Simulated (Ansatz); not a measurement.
**Al: enthalpy against pressure**

Al, P6_3/mmc, a = 2.790 Å, c = 4.648 Å. This isn't the element's structure at ambient conditions. Ansatz: PBEsol+D3(BJ), PAW, 420 eV, Γ-centred 18×18×10 mesh on 2 atoms, Gaussian smearing 0.10 eV; no spin polarisation. Cell and atoms are relaxed at each pressure, and no other structure is tried, so the rows at high pressure may lie past a change of phase. y is the enthalpy over the state at zero pressure; there V0 = 15.669 Å³/atom. The pressures are the targets, met within 0.03 GPa.

```tsv
P (GPa)	y (eV/atom)
-1.0	-0.0983
0.0	0.0000
1.0	0.0972
4.0	0.3827
12.0	1.1066
25.0	?
50.0	4.1011
90.0	6.8077
```

Q: Fit y = c1 P + c2 P² + c3 P³ to the other rows, say what c1 and c2 mean, and predict the missing value.

A: Least squares on the rows shown. y = 0.096459 P − 0.00036065 P² + 1.4371×10⁻⁶ P³. Since dH/dP = V, c1 is V0: 0.096459 eV/GPa × 160.2 = 15.453 Å³ against 15.669; c2 = −V0/(2B0) gives B0 = 134 GPa, where a Birch–Murnaghan fit to the volumes of the same runs (not shown) gives 87 GPa: a cubic over this range folds the higher terms into c2. Above P = −c2/(3 c3) = 84 GPa the cubic's slope, the volume, would rise with pressure, so the form fails there. At P = 25.0 the fit asked for gives 2.2085 eV/atom. The run gave 2.1984 eV/atom, so the fit is 0.0101 eV/atom too high, 0.15 % of the span of the series, against an rms of 0.0014 eV/atom on the fitted rows. With a term in P⁴ added, a fit to the same known rows predicts 2.1932 eV/atom, a smaller miss on the other side.